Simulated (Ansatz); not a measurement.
Runs of Ansatz 0.2.0 on NiO. It takes space group Fm-3m (No. 225, cubic). The conventional cell has a = 4.172 Å, b = 4.172 Å, c = 4.172 Å, α = 90.00°, β = 90.00°, γ = 90.00°. Ni (site symmetry m-3m) is surrounded by 6 O at 2.09 Å. O (site symmetry m-3m) has 6 Ni at 2.09 Å as nearest neighbours. 

| task | level | spin | U | cell | k mesh | cutoff (eV) | smearing | gap on the mesh (eV) | pressure (GPa) | moment (μB) | relaxed volume (Å³/atom) |
| --- | --- | --- | --- | --- | --- | --- | --- | --- | --- | --- | --- |
| relaxation of cell and atoms | PBE+D3(BJ) | collinear, ferromagnetic start | - | relaxed | 11 × 11 × 11 | - | fermi-dirac 0.05 eV | - | 0.0 | 1.81 | 9.21 |
| single point | PBE | collinear, ferromagnetic start | - | as given | 11 × 11 × 11 | 378 | gaussian 0.016 eV | none | 6.6 | 1.82 | - |
| relaxation of cell and atoms | BLYP | collinear, ferromagnetic start | - | relaxed | 11 × 11 × 11 | - | fermi-dirac 0.05 eV | - | 0.0 | (a) | 9.82 |
| single point | PBE | collinear, ferromagnetic start | - | as given | 11 × 11 × 11 | 378 | gaussian 0.012 eV | none | 6.6 | 1.81 | - |
| density of states | revPBE+U | non-collinear, ferromagnetic start | Ni d U = 5 eV | atoms moved at random, drawn with an rms of 0.1 Å | 8 × 8 × 8 | 409 | gaussian 0.1 eV | (b) | 19.0 | 2.00 | - |
| relaxation of cell and atoms | LDA | collinear, ferromagnetic start | - | relaxed | 11 × 11 × 11 | - | fermi-dirac 0.05 eV | - | 0.0 | (c) | 8.27 |
| relaxation of cell and atoms | PBE+D4 | collinear, ferromagnetic start | - | relaxed | 11 × 11 × 11 | - | fermi-dirac 0.05 eV | - | 0.0 | 1.80 | 9.17 |
| single point | PBE | collinear, ferromagnetic start | - | as given | 11 × 11 × 11 | 378 | gaussian 0.019 eV | none | 6.6 | 1.82 | - |

Alike in all rows: potentials or basis all-electron LAPW, scalar-relativistic; basis error allowed 0.001 eV/atom.

Problem. Estimate the missing entries.

Solution. (a) 1.89; (b) 1.85; (c) 0.31.

Caveats: a cell with one magnetic atom can't hold antiferromagnetic order, which such compounds often take (some runs); semilocal functionals often make such compounds metallic where correlation or magnetic order opens a gap, which also shifts bond lengths (some runs); the magnetic state may not be the lowest (some runs); U is the effective U less J, on atomic orbitals that reach past the spheres (some runs).

A k mesh can miss the band edges.

A gap of «none» marks a metal or a gap under the smearing width.
